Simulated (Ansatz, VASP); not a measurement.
Given: the input of a run of Ansatz 0.2.0 on BN. The cell is a database's computed one, not the measured one.

Contents of input.yaml:

```yaml
crystal:
  lattice:
    - [0.0, 1.813001, 1.813001]
    - [1.813001, 0.0, 1.813001]
    - [1.813001, 1.813001, 0.0]
  atoms:
    - { symbol: "N", position: [0.25, 0.25, 0.25] }
    - { symbol: B, position: [0.0, 0.0, 0.0] }
hamiltonian:
  xc: rpbe
  pseudopotentials: { kind: paw }
kpoints:
  mp_grid: { grid: [13, 13, 13] }
scf:
  occupations: { method: fermi_dirac, width: 0.05 }
output:
  forces: true
  stress: true
  eigenvalues: true
  write_density: true
  write_potential: true
  elf: true
  volumetric_format: npy
relax:
  f_tol: 0.01
  max_steps: 40
  cell: { stress_tol: 0.05 }
```

Potentials or basis: Ansatz PAW.

Launch:

```bash
$ ansatz run input.yaml --threads 1 --pin off --max-ram 3584MiB --backend cpu --events-out ev --progress --plain --runs-dir out
```

**Question.** What does the same run look like in VASP 6.6.1? Potentials or basis there: PBE PAW files B, N, 600 eV.

**Answer.** As run (cutoffs and basis follow the program's own potentials, and thresholds, step limits or extra output files can differ):

INCAR

```
PREC = Accurate
ENCUT = 600
EDIFF = 1E-6
ISMEAR = -1
SIGMA = 0.05
LREAL = F
LASPH = T
NELM = 80
ALGO = Normal
ISIF = 3
LWAVE = F
LCHARG = F
GGA = RP
IBRION = 2
NSW = 60
EDIFFG = -0.01
```

The input KPOINTS:

```
regular mesh
0
Gamma
  13 13 13
```

POSCAR

```
BN
1.0
    0.0000000000      1.8130010000      1.8130010000
    1.8130010000      0.0000000000      1.8130010000
    1.8130010000      1.8130010000      0.0000000000
N B
1 1
Direct
    0.2500000000      0.2500000000      0.2500000000
    0.0000000000      0.0000000000      0.0000000000
```

Potentials or basis: VASP PAW PBE potentials, release 64 (N, B).

Command:

```console
$ cat potpaw_PBE.64/N/POTCAR potpaw_PBE.64/B/POTCAR > POTCAR
$ mpirun -np 1 vasp_std > vasp.out
```

Both were run:

|  | Ansatz | VASP |
| --- | --- | --- |
| Relaxed volume | 6.05 Å³/atom | 6.05 Å³/atom |
| Relaxed cell | a = 2.577 Å, b = 2.577 Å, c = 2.577 Å, α = 60.00°, β = 60.00°, γ = 60.00° | a = 2.577 Å, b = 2.577 Å, c = 2.577 Å, α = 60.00°, β = 60.00°, γ = 60.00° |
| Space group after relaxing | F-43m (No. 216) | F-43m (No. 216) |
| Pressure after relaxing | 0.0 GPa | 0.0 GPa |

Ansatz's pressure holds a Pulay term of +0.94 GPa for its cutoff of 420 eV, which the other run lacks.

Ansatz's potentials were made for PBE. VASP's potentials were made for PBE.

Where Ansatz's input types no cutoff or centring, it takes its own default and a Γ-centred mesh.

Pressure is positive in compression.
